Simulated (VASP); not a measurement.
Mo:

```xyz
1
Lattice="-1.5838 1.5838 1.5838 1.5838 -1.5838 1.5838 1.5838 1.5838 -1.5838" Properties=species:S:1:pos:R:3 pbc="T T T"
Mo    0.0000    0.0000    0.0000
```

| Quantity | Value |
| --- | --- |
| Program | VASP 6.6.1 |
| Task | relaxation of cell and atoms |
| Functional | revPBE |
| Dispersion | D3 |
| Potentials or basis | VASP PAW PBE potentials, release 64 (Mo_sv) |
| Cutoff | 600 eV |
| k mesh | 12 × 12 × 12 |
| Occupations | fermi-dirac, width 0.05 eV |
| Spin | no spin polarisation |

At the start: pressure -12.0 GPa; volume 15.89 Å³/atom.

Q: Where does the relaxation end?

A: Over 4 steps the energy falls by 28.7 meV/atom and the volume is 15.17 Å³/atom (-4.6 %); space group Im-3m (No. 229, to 0.05 Å).

The path:
| step | energy change (eV) | largest force (eV/Å) | pressure (GPa) | volume (Å³) |
| --- | --- | --- | --- | --- |
| 1 | 0.0000 | 0.0000 | -11.96 | 15.89 |
| 2 | 0.2224 | 0.0000 | 48.88 | 13.32 |
| 3 | -0.0286 | 0.0000 | -0.77 | 15.20 |
| 4 | -0.0287 | 0.0000 | -0.08 | 15.17 |

Final structure:
```cif
data_structure
_symmetry_space_group_name_H-M 'P 1'
_symmetry_Int_Tables_number 1
_cell_length_a 2.7008
_cell_length_b 2.7008
_cell_length_c 2.7008
_cell_angle_alpha 109.471
_cell_angle_beta 109.471
_cell_angle_gamma 109.471
_cell_volume 15.17
loop_
_atom_site_label
_atom_site_type_symbol
_atom_site_fract_x
_atom_site_fract_y
_atom_site_fract_z
_atom_site_occupancy
Mo1 Mo 0.00000 0.00000 0.00000 1
```

Caveat: the PAW data sets were made with another functional, which shifts forces and pressure a little; pairwise dispersion overbinds metals, which lowers pressure and volume.
